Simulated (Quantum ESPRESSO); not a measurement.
Crystal: GaN.

```
CELL_PARAMETERS angstrom
0.00000 2.25350 2.25350
2.25350 0.00000 2.25350
2.25350 2.25350 0.00000
ATOMIC_POSITIONS crystal
Ga 0.00000 0.00000 0.00000
N 0.25000 0.25000 0.25000
```

The cell is a database's computed one.

Program: Quantum ESPRESSO 7.5. Alike in all runs: task dielectric tensor; no spin polarisation; cell as given; k mesh 8 × 8 × 8, shifted; cutoff (eV) 762; smearing fermi-dirac 0.05 eV.

**Question.** Order these runs on this cell by their pressure, lowest first.
A. level PBE; potentials or basis GBRV 1.5 PBE
B. level AM05; potentials or basis GBRV 1.5 PBE
C. level LDA; potentials or basis GBRV 1.5 LDA; form of the LDA correlation PZ81
D. level BLYP; potentials or basis GBRV 1.5 PBE

**Answer.** C (-5.8 GPa), B (-0.3 GPa), A (5.3 GPa), D (11.5 GPa).

Caveats: the cell is more than 3 GPa from zero pressure, which shifts response properties (some runs); the potentials were made for another functional, which shifts forces and pressure (some runs).
